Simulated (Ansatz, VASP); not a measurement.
## TiC in two plane-wave programs

Wanted: the spread between two codes on one cell, functional and k mesh. The cell is generated by rule, not measured, and may not be a known phase. The cell is taken from a series of runs on this material, whose earlier steps may have relaxed, scaled, displaced or heated it; both programs get it as it stands.

Main program and level: Ansatz 0.2.0; plane waves, with VASP 6.6.1 beside it; zone-centre phonons at PBE.

The structure was built from a prototype and need not be the compound's stable phase.

### Step 1. Set-up

It takes space group P6_3/mmc (No. 194, hexagonal). Conventional cell: a = 3.615 Å, b = 3.615 Å, c = 4.287 Å, α = 90.00°, β = 90.00°, γ = 120.00°. Ti has 5 C at 2.09 to 2.14 Å nearest. Nearest to C lie 5 Ti at 2.09 to 2.14 Å. Farther neighbours are not listed.

Structure file:

```xyz
4
Lattice="3.6149 0.0000 0.0000 -1.8074 3.1306 0.0000 0.0000 0.0000 4.2869" Properties=species:S:1:pos:R:3 pbc="T T T"
Ti    0.0000    2.0871    1.0717
Ti    1.8074    1.0435    3.2152
C     1.8074    1.0435    1.0717
C     0.0000    2.0871    3.2152
```

### Step 2. VASP: zone-centre phonons, PBE

Second derivatives magnify differences that forces hide, and they need a tight electronic threshold.

Lines of VASP's logs that name or quote its potential files are left out, and so is its time.

INCAR

```
SYSTEM = TiC
PREC = Accurate
ENCUT = 600
EDIFF = 1E-08
NELM = 120
ISMEAR = 1
SIGMA = 0.2
LREAL = .FALSE.
ALGO = Normal
GGA = PE
NBANDS = 22
LASPH = .TRUE.
LORBIT = 11
LWAVE = .FALSE.
LCHARG = .FALSE.
ISIF = 2
IBRION = 8
GGA_COMPAT = .FALSE.
KPAR = 2
```

POSCAR

```
TiC
1.0
    3.6148821752     -0.0000031110      0.0000000000
   -1.8074383934      3.1305813509      0.0000000000
    0.0000000000      0.0000000000      4.2869033657
Ti C
2 2
Direct
    0.3333333333      0.6666666667      0.2500000000
    0.6666666667      0.3333333333      0.7500000000
    0.6666666667      0.3333333333      0.2500000000
    0.3333333333      0.6666666667      0.7500000000
```

KPOINTS

```
Automatic mesh
0
Gamma
15 15 12
0 0 0
```

Potentials, in the order of the species: Ti_sv and C (PBE family, release 64).

On the command line:

```bash
mpirun -np 2 vasp_std
```

Numbers of over 12 decimals in the logs are rounded to 6 here.

What it wrote:

```text
[banner, memory and clock lines left out]
running    2 mpi-ranks, on    1 nodes
 distrk:  each k-point on    1 cores,    2 groups
 distr:  one band on    1 cores,    1 groups

 POSCAR found type information on POSCAR TiC
 POSCAR found :  2 types and       4 ions
 LDA part: xc-table for (Slater+PW92), standard interpolation
 POSCAR, INCAR and KPOINTS ok, starting setup
 FFT: planning ... GRIDC
 FFT: planning ... GRID_SOFT
 FFT: planning ... GRID
 WAVECAR not read
 entering main loop
       N       E                     dE             d eps       ncg     rms          rms(c)
DAV:   1     0.385731258741E+03    0.38573E+03   -0.17885E+04  8324   0.190E+03
DAV:   2     0.694760203688E+01   -0.37878E+03   -0.36441E+03  8422   0.524E+02
DAV:   3    -0.450256334087E+02   -0.51973E+02   -0.50070E+02 14710   0.158E+02
DAV:   4    -0.482909373896E+02   -0.32653E+01   -0.32587E+01 11624   0.395E+01
DAV:   5    -0.484693179507E+02   -0.17838E+00   -0.17836E+00 12044   0.747E+00    0.258E+01
DAV:   6    -0.373630158022E+02    0.11106E+02   -0.96041E+01 11200   0.775E+01    0.953E+00
DAV:   7    -0.364279557937E+02    0.93506E+00   -0.14558E+01 11182   0.304E+01    0.586E+00
DAV:   8    -0.364166942730E+02    0.11262E-01   -0.49995E-01 11456   0.648E+00    0.263E+00
DAV:   9    -0.364422959975E+02   -0.25602E-01   -0.15599E-01 11524   0.297E+00    0.863E-01
DAV:  10    -0.364470398316E+02   -0.47438E-02   -0.15681E-01 11392   0.374E+00    0.669E-01
DAV:  11    -0.364386702826E+02    0.83695E-02   -0.55782E-02 11732   0.196E+00    0.989E-02
DAV:  12    -0.364386697172E+02    0.56533E-06   -0.12232E-03 11834   0.293E-01    0.636E-02
DAV:  13    -0.364386409562E+02    0.28761E-04   -0.44481E-04 11676   0.140E-01    0.136E-02
DAV:  14    -0.364386371386E+02    0.38176E-05   -0.90261E-05 11694   0.960E-02    0.145E-02
DAV:  15    -0.364386339618E+02    0.31769E-05   -0.19648E-05 11934   0.355E-02    0.200E-03
DAV:  16    -0.364386341524E+02   -0.19066E-06   -0.59085E-07 10696   0.671E-03    0.135E-03
DAV:  17    -0.364386342566E+02   -0.10417E-06   -0.81468E-08 10492   0.251E-03    0.342E-04
DAV:  18    -0.364386342421E+02    0.14507E-07   -0.74022E-09  7262   0.886E-04    0.775E-05
DAV:  19    -0.364386342517E+02   -0.96620E-08   -0.16945E-09  6966   0.407E-04
   1 F= -.36438634E+02 E0= -.36439101E+02  d E =0.140103E-02
 Linear response reoptimize wavefunctions to high precision
DAV:   1    -0.364386342556E+02   -0.38513E-08   -0.26033E-09  8262   0.393E-04
DAV:   2    -0.364386342557E+02   -0.53205E-10   -0.36750E-10  6804   0.148E-04
 Linear response DOF=           4
 Linear response progress:
  Degree of freedom:   1/  4
       N       E                     dE             d eps       ncg     rms          rms(c)
RMM:   1    -0.726004511926E+00   -0.72600E+00    0.11824E+01 35113   0.131E+02
RMM:   2    -0.695770230731E+00    0.30234E-01   -0.33134E-01 63232   0.449E+00    0.278E-01
RMM:   3    -0.691410824907E+00    0.43594E-02   -0.23661E-02 76371   0.114E+00    0.145E-01
RMM:   4    -0.691689706373E+00   -0.27888E-03   -0.13763E-02 84787   0.547E-01    0.288E-02
RMM:   5    -0.692583155875E+00   -0.89345E-03   -0.18495E-03 87886   0.206E-01    0.154E-02
RMM:   6    -0.693102063825E+00   -0.51891E-03   -0.69977E-04 87822   0.101E-01    0.808E-03
RMM:   7    -0.693524907825E+00   -0.42284E-03   -0.17953E-04 82677   0.559E-02    0.226E-03
RMM:   8    -0.693507118749E+00    0.17789E-04   -0.69056E-05 90103   0.300E-02    0.949E-04
RMM:   9    -0.693526610703E+00   -0.19492E-04   -0.22743E-05 90114   0.173E-02    0.710E-04
RMM:  10    -0.693568704408E+00   -0.42094E-04   -0.21619E-05 87084   0.105E-02    0.602E-04
RMM:  11    -0.693547872090E+00    0.20832E-04   -0.16714E-05 87298   0.689E-03    0.194E-04
RMM:  12    -0.693547797214E+00    0.74875E-07   -0.16715E-05 89738   0.479E-03    0.254E-04
RMM:  13    -0.693549769394E+00   -0.19722E-05   -0.18810E-05 90390   0.344E-03    0.232E-04
RMM:  14    -0.693549060413E+00    0.70898E-06   -0.17879E-05 89017   0.269E-03    0.285E-04
[...]
RMM:  28    -0.693558643194E+00   -0.69752E-08   -0.33569E-06 90760   0.642E-04    0.160E-05
RMM:  29    -0.693558696382E+00   -0.53188E-07   -0.28212E-06 87375   0.609E-04    0.171E-05
RMM:  30    -0.693558705615E+00   -0.92334E-08   -0.27628E-06 89222   0.579E-04    0.198E-05
RMM:  31    -0.693558720127E+00   -0.14512E-07   -0.23205E-06 85092   0.552E-04    0.225E-05
RMM:  32    -0.693558726853E+00   -0.67263E-08   -0.22920E-06 84701   0.528E-04    0.246E-05
RMM:  33    -0.693558729495E+00   -0.26414E-08   -0.18946E-06 83995   0.507E-04    0.265E-05
RMM:  34    -0.693558730747E+00   -0.12524E-08   -0.19043E-06 84923   0.487E-04    0.277E-05
RMM:  35    -0.693558736161E+00   -0.54140E-08   -0.15841E-06 87212   0.470E-04    0.286E-05
 first order change of Fermi-energy   0.18954E-05
 force on displaced ion       1 direction 1 : -15.405   0.006   0.000
 Linear response progress:
  Degree of freedom:   2/  4
       N       E                     dE             d eps       ncg     rms          rms(c)
RMM:   1    -0.756931579045E+00   -0.75693E+00    0.92863E+00 12597   0.127E+02
RMM:   2    -0.731117570039E+00    0.25814E-01   -0.29204E-01 22617   0.411E+00    0.251E-01
RMM:   3    -0.728060530271E+00    0.30570E-02   -0.25803E-02 27603   0.110E+00    0.124E-01
RMM:   4    -0.728244280776E+00   -0.18375E-03   -0.13591E-02 29528   0.526E-01    0.240E-02
RMM:   5    -0.728881105108E+00   -0.63682E-03   -0.21208E-03 30653   0.212E-01    0.159E-02
RMM:   6    -0.729433907733E+00   -0.55280E-03   -0.88376E-04 30189   0.111E-01    0.748E-03
RMM:   7    -0.729733105409E+00   -0.29920E-03   -0.28476E-04 30119   0.598E-02    0.200E-03
RMM:   8    -0.729795697899E+00   -0.62592E-04   -0.15874E-04 30798   0.355E-02    0.945E-04
RMM:   9    -0.729816127817E+00   -0.20430E-04   -0.97270E-05 31892   0.224E-02    0.785E-04
RMM:  10    -0.729843056057E+00   -0.26928E-04   -0.80761E-05 30502   0.153E-02    0.310E-04
RMM:  11    -0.729855605395E+00   -0.12549E-04   -0.61387E-05 31481   0.115E-02    0.184E-04
RMM:  12    -0.729846148973E+00    0.94564E-05   -0.56808E-05 30923   0.922E-03    0.288E-04
RMM:  13    -0.729850725553E+00   -0.45766E-05   -0.47248E-05 30611   0.767E-03    0.197E-04
RMM:  14    -0.729855991835E+00   -0.52663E-05   -0.42877E-05 29122   0.665E-03    0.750E-05
RMM:  15    -0.729858947536E+00   -0.29557E-05   -0.36903E-05 30291   0.586E-03    0.182E-05
RMM:  16    -0.729859109378E+00   -0.16184E-06   -0.32710E-05 31678   0.520E-03    0.302E-05
RMM:  17    -0.729859574210E+00   -0.46483E-06   -0.26992E-05 30341   0.470E-03    0.353E-05
RMM:  18    -0.729860134061E+00   -0.55985E-06   -0.25628E-05 27571   0.437E-03    0.154E-04
RMM:  19    -0.729860430434E+00   -0.29637E-06   -0.22027E-05 28615   0.398E-03    0.142E-04
RMM:  20    -0.729860525053E+00   -0.94618E-07   -0.20973E-05 30003   0.366E-03    0.141E-04
RMM:  21    -0.729860679711E+00   -0.15466E-06   -0.16758E-05 32170   0.337E-03    0.167E-04
 first order change of Fermi-energy   0.13352E-02
 force on displaced ion       1 direction 3 :  -0.000   0.000 -14.189
 Linear response progress:
  Degree of freedom:   3/  4
       N       E                     dE             d eps       ncg     rms          rms(c)
RMM:   1    -0.133150411295E+00   -0.13315E+00   -0.60725E-02 70157   0.230E+00
RMM:   2    -0.121227673751E+00    0.11923E-01   -0.95144E-03 68918   0.635E-01    0.196E-01
RMM:   3    -0.121758388134E+00   -0.53071E-03   -0.37670E-03 75374   0.289E-01    0.961E-02
RMM:   4    -0.122845420042E+00   -0.10870E-02   -0.14773E-03 74470   0.192E-01    0.206E-02
RMM:   5    -0.122832757914E+00    0.12662E-04   -0.44110E-04 85188   0.782E-02    0.106E-02
RMM:   6    -0.122921987599E+00   -0.89230E-04   -0.66414E-05 84026   0.329E-02    0.409E-03
RMM:   7    -0.122896400512E+00    0.25587E-04   -0.15899E-05 84264   0.169E-02    0.138E-03
RMM:   8    -0.122906197614E+00   -0.97971E-05   -0.60581E-06 86968   0.898E-03    0.896E-04
RMM:   9    -0.122912083936E+00   -0.58863E-05   -0.19080E-06 87685   0.483E-03    0.405E-04
RMM:  10    -0.122913751110E+00   -0.16672E-05   -0.12587E-06 89225   0.267E-03    0.157E-04
RMM:  11    -0.122913728033E+00    0.23077E-07   -0.69369E-07 88767   0.152E-03    0.471E-05
RMM:  12    -0.122913942268E+00   -0.21423E-06   -0.24893E-07 90774   0.901E-04    0.490E-05
RMM:  13    -0.122913953265E+00   -0.10998E-07   -0.23846E-07 89273   0.558E-04    0.134E-05
RMM:  14    -0.122913881627E+00    0.71638E-07   -0.15037E-07 91052   0.365E-04    0.793E-06
RMM:  15    -0.122913878901E+00    0.27266E-08   -0.71021E-08 90727   0.256E-04    0.669E-06
 first order change of Fermi-energy  -0.64633E-04
 force on displaced ion       3 direction 1 : -12.926   0.006   0.000
 Linear response progress:
  Degree of freedom:   4/  4
       N       E                     dE             d eps       ncg     rms          rms(c)
RMM:   1    -0.135539317167E+00   -0.13554E+00   -0.32805E-02 25255   0.226E+00
RMM:   2    -0.126321235766E+00    0.92181E-02   -0.12557E-02 25915   0.582E-01    0.150E-01
RMM:   3    -0.126966840845E+00   -0.64561E-03   -0.32642E-03 25453   0.291E-01    0.719E-02
RMM:   4    -0.127991148622E+00   -0.10243E-02   -0.15126E-03 26466   0.184E-01    0.206E-02
RMM:   5    -0.128157533428E+00   -0.16638E-03   -0.38364E-04 29663   0.815E-02    0.942E-03
RMM:   6    -0.128245499694E+00   -0.87966E-04   -0.66028E-05 28776   0.389E-02    0.600E-03
RMM:   7    -0.128278619629E+00   -0.33120E-04   -0.13136E-05 29112   0.211E-02    0.182E-03
RMM:   8    -0.128257020238E+00    0.21599E-04   -0.80179E-06 29854   0.119E-02    0.714E-04
RMM:   9    -0.128256446853E+00    0.57338E-06   -0.14562E-06 31651   0.616E-03    0.477E-04
RMM:  10    -0.128258867786E+00   -0.24209E-05   -0.49449E-07 30497   0.344E-03    0.131E-04
RMM:  11    -0.128259236643E+00   -0.36886E-06    0.21281E-07 31483   0.190E-03    0.128E-04
RMM:  12    -0.128259442992E+00   -0.20635E-06    0.79251E-07 31447   0.111E-03    0.365E-05
RMM:  13    -0.128259331256E+00    0.11174E-06    0.88424E-08 32246   0.651E-04    0.275E-05
RMM:  14    -0.128259304107E+00    0.27149E-07    0.41559E-08 31507   0.411E-04    0.212E-05
[...]
RMM:  18    -0.128259324464E+00   -0.17141E-07   -0.17387E-07 30982   0.141E-04    0.184E-06
RMM:  19    -0.128259314588E+00    0.98756E-08   -0.22132E-07 31373   0.127E-04    0.112E-06
RMM:  20    -0.128259321993E+00   -0.74043E-08   -0.16533E-07 29871   0.118E-04    0.131E-06
RMM:  21    -0.128259317723E+00    0.42696E-08   -0.21166E-07 30083   0.113E-04    0.230E-07
RMM:  22    -0.128259323752E+00   -0.60293E-08   -0.15810E-07 29998   0.111E-04    0.553E-07
RMM:  23    -0.128259319963E+00    0.37896E-08   -0.20597E-07 27268   0.109E-04    0.265E-07
RMM:  24    -0.128259322816E+00   -0.28529E-08   -0.19199E-07 27003   0.108E-04    0.125E-07
RMM:  25    -0.128259320559E+00    0.22569E-08   -0.20029E-07 26196   0.108E-04    0.745E-08
 first order change of Fermi-energy  -0.15854E-02
 force on displaced ion       3 direction 3 :  -0.000   0.000  -9.003
 Linear response finished
```

(Continued in part 2 of 2.)

[Lines on the potential files, build, host, timing and source positions are cut from VASP's logs without a mark.]

[Logs are printed without paths, hosts, clocks, repeated set-up lines and the standing remarks that a program may print on its own settings, such as how far it seeks lower states.]

[Hosts, paths, dates, database ids (printed as entryN), source tags and the programs' standing remarks are cut or masked in the printed files.]
